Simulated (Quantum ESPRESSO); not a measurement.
A run of Quantum ESPRESSO 7.5 is set up as follows.

pw.in

```
&CONTROL
  calculation = 'scf'
  prefix = 'pwscf'
  outdir = './tmp'
  pseudo_dir = './pseudo'
  tprnfor = .true.
  tstress = .true.
  disk_io = 'low'
/
&SYSTEM
  ibrav = 0
  celldm(1) = 8
  nat = 2
  ntyp = 1
  ecutwfc = 56
  ecutrho = 448
  nbnd = 27
  occupations = 'smearing'
  smearing = 'fd'
  degauss = 0.00367493
/
&ELECTRONS
  conv_thr = 4d-10
  electron_maxstep = 120
  mixing_beta = 0.5
/
ATOMIC_SPECIES
Ag   107.8682 ag_pbesol_v1.4.uspp.F.UPF
CELL_PARAMETERS alat
  0.6921121931442   0.0000000000000   0.0000000000000
 -0.3460560965721   0.5993867415346   0.0000000000000
  0.0000000000000   0.0000000000000   1.1314735171197
ATOMIC_POSITIONS crystal
Ag     0.6666666667    0.3333333333    0.7500000000
Ag     0.3333333333    0.6666666667    0.2500000000
K_POINTS automatic
10 10 6 0 0 0
```

Contents of pp_density.in:

```
&INPUTPP
  prefix = 'pwscf'
  outdir = './tmp'
  filplot = 'density.dat'
  plot_num = 0
/
&PLOT
  nfile = 1
  filepp(1) = 'density.dat'
  iflag = 3
  output_format = 6
  fileout = 'density.cube'
/
```

Contents of pp_potential.in:

```
&INPUTPP
  prefix = 'pwscf'
  outdir = './tmp'
  filplot = 'potential.dat'
  plot_num = 11
/
&PLOT
  nfile = 1
  filepp(1) = 'potential.dat'
  iflag = 3
  output_format = 6
  fileout = 'potential.cube'
/
```

Potentials or basis: GBRV 1.5 PBEsol.

Command:

```console
$ OMP_NUM_THREADS=1 mpirun -n 2 pw.x -nk 2 -in pw.in > pw.out
$ OMP_NUM_THREADS=1 mpirun -n 1 pp.x -in pp_density.in > pp_density.out
$ OMP_NUM_THREADS=1 mpirun -n 1 pp.x -in pp_potential.in > pp_potential.out
```

Task: Predict the pressure.

Result: -6.5 GPa.

Task: Estimate the band gap on the k mesh.

Result: None (metal or under the smearing width).

Stress tensor (GPa, compression positive):
```
-6.26  0.00  0.00
 0.00 -6.26  0.00
 0.00  0.00 -6.87
```
